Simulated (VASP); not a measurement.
# TeH2 in VASP: reference runs

Reference runs on TeH2: the cell as given.

Program: VASP 6.6.1. These are calculated values, not measurements. Logs are shortened: lines on timing, memory, paths and dates and some standing lists are left out, and cuts for length are marked.

## 1. The structure

The cell holds a molecule in a box, 3 atoms: a = 11.000 Å, b = 11.000 Å, c = 10.000 Å, α = 90.00°, β = 90.00°, γ = 90.00°.

## 2. Single point, PBE

Contents of INCAR:

```
SYSTEM = TeH2
  PREC = Accurate
  ENCUT = 520
  EDIFF = 1E-7
  ISMEAR = 0
  SIGMA = 0.01
  LREAL = .FALSE.
  LASPH = .TRUE.
  NELM = 80
  ALGO = Normal
  ISIF = 2
  LWAVE = .FALSE.
  LCHARG = .FALSE.
  GGA = PE
  NBANDS = 11
```

Contents of KPOINTS:

```
Automatic mesh
0
G
  1 1 1
  0 0 0
```

Contents of POSCAR:

```
TeH2
1.0
   11.0000000000      0.0000000000      0.0000000000
    0.0000000000     11.0000000000      0.0000000000
    0.0000000000      0.0000000000     10.0000000000
Te H
1 2
Direct
    0.5657545500      0.4415863600      0.5429100000
    0.5360000000      0.5891500000      0.5436200000
    0.4366090900      0.4146681800      0.4631800000
```

Potentials or basis: VASP PAW PBE potentials, release 64 (Te, H).

Run with:

```bash
> cat potpaw_PBE.64/Te/POTCAR potpaw_PBE.64/H/POTCAR > POTCAR
> mpirun -np 1 vasp_gam > vasp.out
```

OUTCAR:

```text
SYSTEM = TeH2
   PREC = Accurate
   ENCUT = 520
   EDIFF = 1E-7
   ISMEAR = 0
   LREAL = .FALSE.
   LASPH = .TRUE.
   NELM = 80
   ISIF = 2
   GGA = PE

 ion  position               nearest neighbor table
   1  0.566  0.442  0.543-   3 1.66   2 1.66
   2  0.536  0.589  0.544-   1 1.66
   3  0.437  0.415  0.463-   1 1.66

  LATTYP: Found a simple tetragonal cell.
 ALAT       =    11.0000000000
 C/A-ratio  =     0.9090909091

  Lattice vectors:

 A1 = (  11.0000000000,   0.0000000000,   0.0000000000)
 A2 = (   0.0000000000,  11.0000000000,   0.0000000000)
 A3 = (   0.0000000000,   0.0000000000,  10.0000000000)

Analysis of symmetry for initial positions (statically):
=====================================================================
 Subroutine PRICEL returns:
 Original cell was already a primitive cell.

 Routine SETGRP: Setting up the symmetry group for a
 simple tetragonal supercell.

 Subroutine GETGRP returns: Found  1 space group operations
 (whereof  1 operations were pure point group operations)
 out of a pool of 16 trial point group operations.

The static configuration has the point symmetry C_1 .

Analysis of symmetry for dynamics (positions and initial velocities):
=====================================================================
 Subroutine PRICEL returns:
 Original cell was already a primitive cell.

 Routine SETGRP: Setting up the symmetry group for a
 simple tetragonal supercell.

 Subroutine GETGRP returns: Found  1 space group operations
 (whereof  1 operations were pure point group operations)
 out of a pool of 16 trial point group operations.

The dynamic configuration has the point symmetry C_1 .

 Subroutine INISYM returns: Found  1 space group operations
 (whereof  1 operations are pure point group operations),
 and found     1 'primitive' translations

----------------------------------------------------------------------------------------

                                     Primitive cell

  volume of cell :    1210.0000

  direct lattice vectors                    reciprocal lattice vectors
    11.000000000  0.000000000  0.000000000     0.090909091  0.000000000  0.000000000
     0.000000000 11.000000000  0.000000000     0.000000000  0.090909091  0.000000000
     0.000000000  0.000000000 10.000000000     0.000000000  0.000000000  0.100000000

  length of vectors
    11.000000000 11.000000000 10.000000000     0.090909091  0.090909091  0.100000000

  position of ions in fractional coordinates (direct lattice)
     0.565754550  0.441586360  0.542910000
     0.536000000  0.589150000  0.543620000
     0.436609090  0.414668180  0.463180000

  ion indices of the primitive-cell ions
   primitive index   ion index
                 1           1
                 2           2
                 3           3

----------------------------------------------------------------------------------------

 KPOINTS: Automatic mesh

Automatic generation of k-mesh.
 Grid dimensions read from file:
 generate k-points for:    1    1    1

 Generating k-lattice:

  Cartesian coordinates                     Fractional coordinates (reciprocal lattice)
     0.090909091  0.000000000  0.000000000     1.000000000  0.000000000  0.000000000
     0.000000000  0.090909091  0.000000000     0.000000000  1.000000000  0.000000000
     0.000000000  0.000000000  0.100000000     0.000000000  0.000000000  1.000000000

  Length of vectors
     0.090909091  0.090909091  0.100000000

  Shift w.r.t. Gamma in fractional coordinates (k-lattice)
     0.000000000  0.000000000  0.000000000

 Subroutine IBZKPT returns following result:
 ===========================================

 Found      1 irreducible k-points:

 Following reciprocal coordinates:
            Coordinates               Weight
  0.000000  0.000000  0.000000      1.000000
   k-points           NKPTS =      1   k-points in BZ     NKDIM =      1   number of bands    NBANDS=     11
   number of dos      NEDOS =    301   number of ions     NIONS =      3
   total plane-waves  NPLWV = 564480
   dimension x,y,z NGX =    84 NGY =   84 NGZ =   80
   dimension x,y,z NGXF=   168 NGYF=  168 NGZF=  160
   ions per type =               1   2
   NGX,Y,Z   is equivalent  to a cutoff of  12.70, 12.70, 13.30 a.u.
   NGXF,Y,Z  is equivalent  to a cutoff of  25.39, 25.39, 26.60 a.u.
 SYSTEM =  TeH2
   PREC   = accura    normal or accurate (medium, high low for compatibility)
   ISTART =      0    job   : 0-new  1-cont  2-samecut
   ICHARG =      2    charge: 1-file 2-atom 10-const
   ISPIN  =      1    spin polarized calculation?
   LNONCOLLINEAR =      F non collinear calculations
   LSORBIT =      F    spin-orbit coupling
   LASPH  =      T    aspherical Exc in radial PAW
   ENCUT  =  520.0 eV  38.22 Ry    6.18 a.u.  20.45 20.45 18.59*2*pi/ulx,y,z
   NELM   =     80;   NELMIN=  2; NELMDL= -5     # of ELM steps
   EDIFF  = 0.1E-06   stopping-criterion for ELM
   LREAL  =      F    real-space projection
   EDIFFG = 0.1E-05   stopping-criterion for IOM
   NSW    =      0    number of steps for IOM
   IBRION =     -1    ionic relax: 0-MD 1-quasi-New 2-CG
   NFREE  =      0    steps in history (QN), initial steepest desc. (CG)
   ISIF   =      2    stress and relaxation
   ISYM   =      2    0-nonsym 1-usesym 2-fastsym
   POTIM  = 0.5000    time-step for ionic-motion
   TEBEG  =    0.0;   TEEND  =   0.0 temperature during run
   PSTRESS=    0.0 pullay stress
   NELECT =       8.0000    total number of electrons
   NUPDOWN=      -1.0000    fix difference up-down
   EMIN   =  10.00;   EMAX   =-10.00  energy-range for DOS
   EFERMI =   0.00;   METHOD = LEGACY
   ISMEAR =     0;   SIGMA  =   0.01  broadening in eV -4-tet -1-fermi 0-gaus
   EFERMI_NEDOS =   21; number of points for ismear=-14 and -15
   IALGO  =     38    algorithm
   IMIX   =      4    mixing-type and parameters
     AMIX     =   0.40;   BMIX     =  1.00
     AMIX_MAG =   1.60;   BMIX_MAG =  1.00
  volume/ion in A,a.u.               =     403.33      2721.83
  Fermi-wavevector in a.u.,A,eV,Ry     =   0.307263  0.580642  1.284530  0.094410
  Thomas-Fermi vector in A             =   1.181976
   LORBIT       =      0    0 simple, 1 ext, 2 COOP (PROOUT), +10 PAW based schemes
   GGA     = PE    functional components
   LHFCALC =     F    Hartree Fock is set to
   AEXX    =    0.0000 exact exchange contribution
   IVDW    =     0    specifies the selected vdW correction
   LEPSILON=     F    determine dielectric tensor
   LRPA    =     F    only Hartree local field effects (RPA)
 non-spin polarized calculation
 Gauss-broadening in eV      SIGMA  =   0.01
  energy-cutoff  :      520.00
  volume of cell :     1210.00
 maximum number of plane-waves:     16339
 NGX is ok and might be reduce to    84
   NGX = 41   NGY = 41   NGZ = 37

 number of electron       8.0000000 magnetization

 Free energy of the ion-electron system (eV)
  ---------------------------------------------------
  ext. energy  EPLUGINS =         0.00000000
  ---------------------------------------------------
  free energy    TOTEN  =        -9.10428567 eV

  energy without entropy =       -9.10428567  energy(sigma->0) =       -9.10428567

 E-fermi :  -5.1641     XC(G=0):  -0.8664

 val. band max:       -5.2356134951   @ k =   0.0000   0.0000   0.0000
 cond. band min:      -1.2788285335   @ k =   0.0000   0.0000   0.0000
 fundamental gap:      3.9567849616
 Fermi energy:        -5.1641087234

 k-point     1 :       0.0000    0.0000    0.0000
  band No.  band energies     occupation
      1     -15.8029      2.00000
      2      -9.2977      2.00000
      3      -7.9781      2.00000
      4      -5.2356      2.00000
      5      -1.2788      0.00000
      6      -0.9168      0.00000
      7       0.3258      0.00000
      8       0.8996      0.00000
      9       0.9317      0.00000
     10       0.9543      0.00000
     11       1.1042      0.00000

------------------------ aborting loop because EDIFF is reached ----------------------------------------

  FORCE on cell =-STRESS in cart. coord.  units (eV):
  Direction    XX          YY          ZZ          XY          YZ          ZX
  --------------------------------------------------------------------------------------
  -------------------------------------------------------------------------------------
  Total        0.4097579      0.4911809      0.1153898     -0.0589642      0.0272657      0.2282756
  in kB        0.5425660      0.6503792      0.1527891     -0.0780753      0.0361029      0.3022629
  external PRESSURE =       0.4485781 kB  Pullay stress =       0.0000000 kB

 VOLUME and BASIS-vectors are now :
 -----------------------------------------------------------------------------
  energy-cutoff  :      520.00
  volume of cell :     1210.00
      direct lattice vectors                 reciprocal lattice vectors
    11.000000000  0.000000000  0.000000000     0.090909091  0.000000000  0.000000000
     0.000000000 11.000000000  0.000000000     0.000000000  0.090909091  0.000000000
     0.000000000  0.000000000 10.000000000     0.000000000  0.000000000  0.100000000

 POSITION                                       TOTAL-FORCE (eV/Angst)
 -----------------------------------------------------------------------------------
      6.22330      4.85745      5.42910         0.371787     -0.280655      0.169721
      5.89600      6.48065      5.43620        -0.088104      0.310733     -0.011849
      4.80270      4.56135      4.63180        -0.283683     -0.030078     -0.157872
 -----------------------------------------------------------------------------------
    total drift:                                0.000187     -0.000094     -0.000065

  FREE ENERGIE OF THE ION-ELECTRON SYSTEM (eV)
  ---------------------------------------------------
  free  energy   TOTEN  =        -9.1042856684 eV

  energy  without entropy=       -9.1042856684  energy(sigma->0) =       -9.10428567
```

Wall time 1.7 min (1 thread of Intel Xeon Platinum 8559C (Emerald Rapids), shared host); peak memory 0.91 GiB.

Results:

| Item | Value |
| --- | --- |
| Free energy | -9.1043 eV |
| Largest force | 0.496 eV/Å |
| Gap between the frontier levels | 3.96 eV |

Forces in eV/Å, atoms in the order of the input:
```
Te   0.372 -0.281  0.170
H   -0.088  0.311 -0.012
H   -0.284 -0.030 -0.158
```

Caveat: spin-orbit coupling is left out, which moves the levels of the heavy elements. A hybrid or GW would open this gap; PBE tends to underestimate it.
